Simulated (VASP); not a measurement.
## As under changes of volume

One of the cells (20.950 Å³/atom); the others are scaled copies at fixed shape and fractional positions:

```
CELL_PARAMETERS angstrom
1.89547 1.09435 3.36653
-1.89547 1.09435 3.36653
0.00000 -2.18870 3.36653
ATOMIC_POSITIONS crystal
As 0.23024 0.23024 0.23024
As 0.76976 0.76976 0.76976
```

| Quantity | Value |
| --- | --- |
| Program | VASP 6.6.1 |
| Functional | PBE |
| Dispersion | D3(BJ) |
| Potentials or basis | VASP PAW PBE potentials, release 64 (As) |
| Cutoff | 520 eV |
| k mesh | 8 × 8 × 8 |
| Occupations | fermi-dirac, width 0.05 eV |
| Spin | no spin polarisation |

| volume (Å³/atom) | energy over the lowest point (meV/atom) | pressure (GPa) | largest force (eV/Å) |
| --- | --- | --- | --- |
| 20.112 | ? | ? | ? |
| 20.531 | 2.20 | 1.7 | 0.120 |
| 20.950 | 0.00 | 0.0 | 0.002 |
| 21.369 | 1.97 | -1.5 | 0.114 |
| 21.788 | 7.71 | -2.9 | 0.217 |

**Question.** What does the run at 20.112 Å³/atom give?

**Answer.** Energy over the lowest point 9.03 meV/atom; pressure 3.6 GPa; largest force 0.252 eV/Å.

Worked out: A Birch-Murnaghan fit of order 2 (a polynomial in V^(-2/3)) to the other rows has its minimum at 20.95 Å³/atom with B0 = V·E''(V) = 80 GPa at fixed shape and positions, which overstates the stiffness. It gives 9.01 meV/atom at 20.112 Å³/atom, against the run's 9.03, and -dE/dV = 3.5 GPa, against 3.6.

Energies are extrapolated to zero smearing.

Caveats: pairwise dispersion overbinds metals, which lowers pressure and volume.
